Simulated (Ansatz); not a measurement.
## ZnS (F-43m): the host for defect calculations

Before any defect goes in: ZnS (F-43m) at rest, and how it screens a charge.

Main program and level: Ansatz 0.2.0; plane-wave PAW DFT, PBEsol; relaxation of the host's cell and atoms; PAW set soft_1, in the first sound run; inputs show where later runs differ.

**1. The structure**

It takes space group F-43m (No. 216, cubic). Conventional cell: a = 5.387 Å, b = 5.387 Å, c = 5.387 Å, α = 90.00°, β = 90.00°, γ = 90.00°. Zn has 4 S at 2.33 Å nearest. Nearest to S lie 4 Zn at 2.33 Å. Farther neighbours and most contacts between anions are not listed.

**2. Host cell relaxation**

Lattice and positions are set free, within the symmetry that the program keeps.

The input, cell/input.yaml:

```yaml
crystal:
  lattice:
    - [0.0, 2.6936829, 2.6936829]
    - [2.6936829, 0.0, 2.6936829]
    - [2.6936829, 2.6936829, 0.0]
  atoms:
    - { symbol: Zn, position: [0.0, 0.0, 0.0] }
    - { symbol: S, position: [0.75, 0.75, 0.75] }
basis:
  ecutwfc: 420
  xc_grid: 2
hamiltonian:
  xc: pbesol
  pseudopotentials: { kind: paw, azcp: { folder: soft_1 }, xc_functional: pbe }
kpoints:
  mp_grid: { grid: [9, 9, 9] }
scf:
  occupations: { method: fixed }
  max_iter: 100
relax:
  f_tol: 0.005
  max_steps: 60
  cell: {}
output:
  forces: true
  stress: true
checkpoint:
  write: "../cell.run"
  compress: false
  write_wavefunctions: false
  write_every: 100000
```

Started as:

```console
ansatz run input.yaml --threads 32 --pin off --max-ram 84787MiB --backend cuda --events-out ev --progress --plain --runs-dir out --max-vram 78GiB
```

Numbers of over 12 decimals in the logs are rounded to 6 here.

Log:

```text
[... repeated set-up lines and file paths are left out, and long positions are rounded to six places ...]
Engine: ansatz 0.2.0, aarch64-unknown-linux-gnu
Pseudopotentials: kind: paw
Pseudopotential: Zn, paw, valence charge 12, recommended cutoff 420 eV (normal), soft_1/Zn.paw.azcp
Pseudopotential: S, paw, valence charge 6, recommended cutoff 420 eV (normal), soft_1/S.paw.azcp
Functional definition: PBEsol
  exchange = pbesol_x
  correlation = pbesol_c
[...]
Crystal: 2 atoms, lattice volume = 39.090 Å³
Basis set: ecut = 420 eV, 749 PW (Γ), exchange–correlation on 54×54×54 points (8 copies of the dense FFT grid, shifted against one another)
Bands: 13, of which v1, the nominal top of the filled ones, is band 9 counted from 1 (8 counted from 0)
Symmetry: 24 space group operations
Space group: F-43m (ITA 216), of the structure as read, at distance tolerance 3.4e-5 Å
k-points: 35 of 729 (time reversal used)
Non-local potential: Zn, projectors of the file, l = 0: 2, l = 1: 2, l = 2: 3, l = 3: 1
Non-local potential: S, projectors of the file, l = 0: 2, l = 1: 2, l = 2: 1
PAW form: soft (Blöchl's): semilocal exchange-correlation on the pseudo side does not see the compensation charge
PAW frozen core: Zn, regenerated for the run's functional, and the local potential with it (the file was generated under x = pbe(κ = 0.804, μ = 0.219515), c = pbe(β = 0.066725))
PAW frozen core: S, regenerated for the run's functional, and the local potential with it (the file was generated under x = pbe(κ = 0.804, μ = 0.219515), c = pbe(β = 0.066725))
PAW one-centre angular grid: Zn, 590 points (default); XC on 64 Gauss nodes
PAW one-centre angular grid: S, 110 points (default); XC on 64 Gauss nodes
Initial density: superposition of atomic densities (chi_scale 0.1, normalization cell, long waves kept (reshape's long-wave potential 0.00 eV rms))
Initial wavefunctions: pseudopotential atomic-orbital guess
[...]
Functional: x = pbesol(κ = 0.804, μ = 0.123457), c = pbesol(β = 0.046)
SCF iter   1: F=—  HF=-4167.522806 eV  |Δ(HF+E_count)|=         —  Δρ=3.85e-2  dr2=3.30e-1  Hψ=2702
preconditioner: auto → none  [insulator: Δε(μ)=2.209 eV  Ē_g=12.501 eV  n_scr=14 (ndim 8)  ℏωp=25.2 eV  f_vac=0.000  ε∞_Penn≈5.1]
SCF iter   2: F=—  HF=-4167.451369 eV  |Δ(HF+E_count)|=   7.14e-2  Δρ=1.42e-2  dr2=4.33e-2  Hψ=1076
[...]
SCF iter   7: F=-4167.438084 eV  HF=-4167.438084 eV  |Δ(HF+E_count)|=   7.46e-8  Δρ=8.40e-6  dr2=2.17e-8  Hψ=2286
SCF 1 converged in 7 iterations: F = -4167.438084 eV  dr2 = 2.17e-8
  greatest PAW one-centre occupation: 0.983 electrons in one spin orbital (limit 2), on the Zn atom at site 0 (counted from 0), in its partial waves of l = 2
relax step   1: F+E_penalty+E_count = -4167.43808351 eV  Δ(F+E_penalty+E_count) = +0.000e0 eV  max|allowed force component| = 1.943e-16 eV/Å  Δτ_max = 0.0000 Å  P = -1.301 GPa  Ω = 39.090 Å³  (7 SCF iters, dr2 threshold 1.00e-7 eV, accepted)
[... the SCF cycles and remarks between the steps are left out from here to the last step ...]
relax step   2: F+E_penalty+E_count = -4167.44048446 eV  Δ(F+E_penalty+E_count) = -2.401e-3 eV  max|allowed force component| = 4.626e-17 eV/Å  Δτ_max = 0.0000 Å  P = -0.566 GPa  Ω = 38.708 Å³  energy of the carried Pulay correction = +1.665e-4 eV  (4 SCF iters, dr2 threshold 2.00e-7 eV, accepted)
relax step   3: F+E_penalty+E_count = -4167.44111201 eV  Δ(F+E_penalty+E_count) = -6.275e-4 eV  max|allowed force component| = 6.476e-17 eV/Å  Δτ_max = 0.0000 Å  P = +0.017 GPa  Ω = 38.419 Å³  energy of the carried Pulay correction = +2.936e-4 eV  (4 SCF iters, dr2 threshold 2.00e-7 eV, accepted)
[...]
iter 1 solved again at ethr=2.94e-7 eV; its pass at ethr=3.10e-3 eV (dr2=5.29e-5 eV) is discarded
SCF iter   1: F=—  HF=-4167.440792 eV  |Δ(HF+E_count)|=         —  Δρ=4.18e-5  dr2=2.30e-7  Hψ=4106
[...]
SCF iter   2: F=—  HF=-4167.440800 eV  |Δ(HF+E_count)|=   7.51e-6  Δρ=7.15e-5  dr2=8.60e-7  Hψ=919
SCF iter   3: F=—  HF=-4167.440800 eV  |Δ(HF+E_count)|=   3.57e-8  Δρ=2.17e-5  dr2=1.42e-7  Hψ=737
SCF iter   4: F=—  HF=-4167.440800 eV  |Δ(HF+E_count)|=   1.01e-7  Δρ=2.88e-6  dr2=3.07e-9  Hψ=735
SCF iter   5: F=—  HF=-4167.440800 eV  |Δ(HF+E_count)|=  5.57e-10  Δρ=6.52e-7  dr2=1.14e-10  Hψ=709
SCF iter   6: F=-4167.440800 eV  HF=-4167.440800 eV  |Δ(HF+E_count)|=  4.64e-11  Δρ=1.09e-7  dr2=2.88e-12  Hψ=3306
SCF 4 converged in 6 iterations: F = -4167.440800 eV  dr2 = 2.88e-12
relax step   4: F+E_penalty+E_count = -4167.44079980 eV  Δ(F+E_penalty+E_count) = +3.122e-4 eV  max|allowed force component| = 6.245e-17 eV/Å  Δτ_max = 0.0000 Å  P = +0.016 GPa  Ω = 38.419 Å³  stress off target by 1.59e-2 GPa  SCF on the basis re-selected at this cell (its energy is not comparable with the rows above)  (6 SCF iters)
basis re-selected at this cell: Δ(F+E_penalty+E_count) = +3.122e-4 eV, ΔP = -0.001 GPa vs the last step (what re-selecting the basis moved, of the pressure what is left beyond the Pulay correction that the steps carried, after the strain that the cell walked [...]
SCF converged after 6 iterations
Free energy (F): -4167.440800 eV
Harris-Foulkes:  -4167.440800 eV  (|F-HF|=0.00e0)
Internal energy: -4167.440800 eV  (E = F + TS)
E sigma→0 (E₀):  -4167.440800 eV
Fermi energy:    6.020297 eV
--- Per-component energies (eV) ---
  E_band       = 6.952512
  E_kinetic    = 253.875043
  E_local      = -2250.960381  (includes V_loc(G=0)·N_el)
  E_nonlocal   = 855.622610
  E_hartree    = 855.936396
  E_xc         = -166.053863
  E_vxc        = -134.316199  (∫ρ·V_xc dr)
  E_paw        = -2452.191608  (= ΣΔE_a)
  E_vpaw       = -429.141115  (= ΣTr[D̂ρ^β])
  E_aug_tail   = -0.000261  (compensation charges beyond the density's cutoff)
  E_ewald      = -1264.528041
  E_core_change = 0.859305  (= ΣΔE_core)
  E_smearing   = -0.000000  (= −TS)
  E_closure    = 0.000000  (closes the sum)
  Σ components = -4167.440800   (vs F -4167.440800, Δ=0.00e0)
--- Forces (eV/Å), atoms counted from 1 ---
  atom   1  Zn    -0.00000000     0.00000000     0.00000000
  atom   2  S      0.00000000    -0.00000000    -0.00000000
  max |Σ_I F_I| component: 1.85e-17 eV/Å
--- Stress (GPa, compression-positive) ---
        0.015925      -0.000000       0.000000
       -0.000000       0.015925       0.000000
       -0.000000       0.000000       0.015925
  P = ⅓ Tr σ = 0.0159 GPa (0.159 kbar)
--- Band table (eV; the first three rows and the last of 35) ---
  k-point 0: bands = ["-7.3328", "-0.4681", "-0.4681", "-0.4681", [... 5 left out ...] "8.1016", "12.2710", "12.2710", "12.2710"]
  k-point 1: bands = ["-7.2334", "-0.4710", "-0.4503", "-0.4503", [... 5 left out ...] "8.8238", "12.1819", "12.4857", "12.4857"]
  [... further k-points left out ...]
--- Relaxed structure (3 steps of the walk, 3 accepted, 1 SCFs on fresh bases) ---
  F+E_penalty+E_count = -4167.44079980 eV   max|allowed force component| = 6.245e-17 eV/Å   (the final SCF, on the basis selected at the relaxed cell)
  cell:  # Å, volume = 38.4192 Å³
    - [0, 2.678178, 2.678178]
    - [2.678178, 0, 2.678178]
    - [2.678178, 2.678178, 0]
  atoms:
    - { symbol: Zn, position: [0, 0, 0] }
    - { symbol: S, position: [0.750000, 0.750000, 0.750000] }
```

The job ended after 1.5 s (1 × NVIDIA GB200 with 32 threads of Arm Neoverse V2, shared host; peak memory 1 GiB; 5.1 s of CPU time).

The steps of the relaxation:

| step | energy less that of the first step (eV) | largest force component (eV/Å) | pressure (GPa) | volume (Å³) |
| --- | --- | --- | --- | --- |
| 1 | 0.0000 | 0.0000 | -1.30 | 39.09 |
| 2 | -0.0024 | 0.0000 | -0.57 | 38.71 |
| 3 | -0.0030 | 0.0000 | 0.02 | 38.42 |
| 4* | -0.0027 | 0.0000 | 0.02 | 38.42 |

Relaxation steps marked * repeat the geometry before them on a plane-wave basis chosen anew for their cell, so energy and pressure can jump there.

The run keeps the 24 symmetry operations that it works with, so distortions that break them were not tested.

| conventional cell, symmetrised | before | after | change |
| --- | --- | --- | --- |
| a (Å) | 5.387 | 5.356 | -0.6 % |
| b (Å) | 5.387 | 5.356 | -0.6 % |
| c (Å) | 5.387 | 5.356 | -0.6 % |
| volume (Å³/atom) | 19.55 | 19.21 | -1.7 % |

The relaxed structure:

```xyz
2
Lattice="0.0000 2.6782 2.6782 2.6782 0.0000 2.6782 2.6782 2.6782 0.0000" Properties=species:S:1:pos:R:3 pbc="T T T"
Zn    0.0000    0.0000    0.0000
S     4.0173    4.0173    4.0173
```

This step gave:

| Quantity | Value |
| --- | --- |
| pressure | 0.01592 GPa |

The relaxation ends with a pressure of 0.02 GPa.

**3. Dielectric tensors of the host**

The response to a uniform electric field gives the electronic dielectric tensor.

This step: plane-wave PAW DFPT, PBEsol; dielectric tensors, Born charges and zone-centre modes of the host; PAW set soft_1 (Ansatz 0.2.0).

The input, eps/input.yaml:

```yaml
crystal:
  lattice:
    - [0.0, 2.67817774, 2.67817774]
    - [2.67817774, 0.0, 2.67817774]
    - [2.67817774, 2.67817774, 0.0]
  atoms:
    - { symbol: Zn, position: [0.0, 0.0, 0.0] }
    - { symbol: S, position: [0.75, 0.75, 0.75] }
basis:
  ecutwfc: 420
hamiltonian:
  xc: pbesol
  pseudopotentials: { kind: paw, azcp: { folder: soft_1 }, xc_functional: pbe }
kpoints:
  mp_grid: { grid: [8, 8, 8] }
scf:
  occupations: { method: fixed }
  max_iter: 100
phonons:
  method: dfpt
  dielectric: true
  rigid_motions: translations
```

Log:

```text
[...]
device memory: the entry about to start is reckoned to put 1.3 GiB on a device that reports 182.5 GiB free (of which the cap on the GPU budget leaves the run 78.0 GiB)
GPU FFT provider: cuFFT
GPU libraries: cuBLAS 13.8.1, cuFFT 12.4.0, cuSOLVER 12.3.2
GPU matrix products: emulated (plane waves: as basis.precision tells), large ones in fixed point in workspaces of 1.00 GiB
Crystal: 2 atoms, lattice volume = 38.419 Å³
Basis set: ecut = 420 eV, 749 PW (Γ), exchange–correlation on 54×54×54 points (8 copies of the dense FFT grid, shifted against one another)
Bands: 13, of which v1, the nominal top of the filled ones, is band 9 counted from 1 (8 counted from 0)
Symmetry: 24 space group operations
k-points: 95 of 512 (irreducible under 4 space group operations, time reversal used)
[...]
GPU buffer pool allocated for 19683 grid points (all kernels)
GPU transforms: local potential and band sums: pruned to the plane-wave sphere, on 25×25×25
[...]
SCF iter   1: F=—  HF=-4167.525205 eV  |Δ(HF+E_count)|=         —  Δρ=3.86e-2  dr2=3.29e-1  Hψ=7376
[...]
SCF iter   9: F=-4167.440565 eV  HF=-4167.440565 eV  |Δ(HF+E_count)|=  3.79e-10  Δρ=2.65e-7  dr2=1.64e-11  Hψ=10317
SCF 1 converged in 9 iterations: F = -4167.440565 eV  dr2 = 1.64e-11
[...]
the response reads at least the filled bands of the reference SCF and the lowest empty band at each k-point, and that SCF's band table does not vouch for those bands. The notice of the band table in this run's record says why
DFPT response loops at Γ: preconditioner auto → none (the input reference at scf.mixing.eps_inf says where Resta's filter doesn't serve); β = 0.50; Broyden in place of MSR1
── the response to a field inside a basis, on 8×8×8 k-points: an SCF that follows is theirs, and a resumed run solves both again ──
Bands: 10, of which v1, the nominal top of the filled ones, is band 9 counted from 1 (8 counted from 0)
k-points: 60 of 512 (irreducible under 6 space group operations, time reversal used)
[...]
Eigensolver: Dense (60 Hₖ)
SCF iter   1: F=—  HF=-4167.441341 eV  |Δ(HF+E_count)|=         —  Δρ=3.24e-4  dr2=1.36e-5
[...]
SCF iter   4: F=-4167.441337 eV  HF=-4167.441337 eV  |Δ(HF+E_count)|=   1.18e-5  Δρ=1.69e-5  dr2=5.25e-8
SCF 1 converged in 4 iterations: F = -4167.441337 eV  dr2 = 5.25e-8
[...]
WARN: field response: ε∞ stands inside a basis, on 8×8×8 points; [...]
SCF converged after 9 iterations
Free energy (F): -4167.440565 eV
[...]
Internal energy: -4167.440565 eV  (E = F + TS)
E sigma→0 (E₀):  -4167.440565 eV
Fermi energy:    6.020534 eV
[...]
--- Band table (eV; the first three rows and the last of 95) ---
[...]
[... further k-points left out ...]
--- Phonons (Γ-DFPT): 2 representative perturbations + reference, on 95 of 512 k-points (Σ response iterations 11) ---
  k mesh reduced under 4 symmetry operations, with k and −k counted as one. Each operation leaves every solved perturbation unchanged. A smaller set is not considered because the run solves the response to a homogeneous field
  ASR residual: 2.497e-4 → 0.000e0 eV/Å²; symmetrization residual: 6.342e-6 eV/Å²
  ASR residual per site (eV/Å²): 2.50e-4 1.02e-4
  Γ frequencies (cm⁻¹): 0.00 0.00 0.00 278.67 278.67 278.67
  ε∞ (high-frequency dielectric tensor):
        6.084735    -0.000000    -0.000000
       -0.000000     6.084735     0.000000
       -0.000000     0.000000     6.084735
  ε⁰ (static dielectric tensor: ions relaxed, cell fixed):
        8.977254    -0.000000     0.000000
       -0.000000     8.977254    -0.000000
        0.000000    -0.000000     8.977254
  ε⁰ − ε∞ (ionic part):
        2.892519     0.000000     0.000000
        0.000000     2.892519    -0.000000
        0.000000    -0.000000     2.892519
  softest optical mode at Γ: 278.67 cm⁻¹; the repairs (sum rule, projections) moved no ω² at Γ by more than (1.17 cm⁻¹)²
  Born effective charges Z* (e; rows j = field, columns β = displacement):
    site 0:
         1.94233    0.00000    0.00000
         0.00000    1.94233    0.00000
         0.00000    0.00000    1.94233
    site 1:
        -1.94233   -0.00000   -0.00000
        -0.00000   -1.94233   -0.00000
        -0.00000   -0.00000   -1.94233
  Z* charge neutrality: 2.795e-4 e pre-enforcement
  solved inside a basis spanned on kpoints, on 8×8×8 k-points, its susceptibility summed on 12×12×12: ε∞ is read to err by 1.6e-2, Z* by 1.3e-2 e (field_mesh: kpoints solves on kpoints); Z* is corrected for what the basis lacks
  optical modes at Γ without the LO–TO term, one row a degenerate level:
      ω (cm⁻¹)  modes    IR ((D/Å)²/amu)
        278.67      3            12.1383
  optical modes at Γ + LO–TO along q̂ = [1.0000, 0.0000, 0.0000]:
      ω (cm⁻¹)  modes    IR ((D/Å)²/amu)
        278.67      2             8.0922
        338.48      1             4.0461
  optical modes at Γ + LO–TO along q̂ = [0.0000, 1.0000, 0.0000]:
      ω (cm⁻¹)  modes    IR ((D/Å)²/amu)
        278.67      2             8.0922
        338.48      1             4.0461
  optical modes at Γ + LO–TO along q̂ = [0.0000, 0.0000, 1.0000]:
      ω (cm⁻¹)  modes    IR ((D/Å)²/amu)
        278.67      2             8.0922
        338.48      1             4.0461
```

Wall time 5.4 s (1 × NVIDIA GB200 with 32 threads); peak memory 1.4 GiB; 48 s of CPU time.

Reading the cycles: dr2 is the Hartree energy of the density residual (eV), the measure of convergence; HF is the Harris–Foulkes estimate of the energy, which meets the free energy F at convergence.

Electronic dielectric tensor:

```
6.08 0.00 0.00
0.00 6.08 0.00
0.00 0.00 6.08
```

Static dielectric tensor:

```
8.98 0.00 0.00
0.00 8.98 0.00
0.00 0.00 8.98
```

The electronic dielectric tensor is isotropic, 6.08. The static dielectric tensor is isotropic, 8.98.

(Part 1 of 2 ends here.)

[Logs are printed without paths, hosts, clocks, repeated set-up lines and the standing remarks that a program may print on its own settings, such as how far it seeks lower states.]

[Hosts, paths, dates, database ids (printed as entryN), source tags and the programs' standing remarks are cut or masked in the printed files.]

[Runs of the host that timed out are not shown.]

[For some hosts the program warned that the k-mesh of the response run may be too coarse for force constants and the static dielectric constant; such warnings are not always shown.]
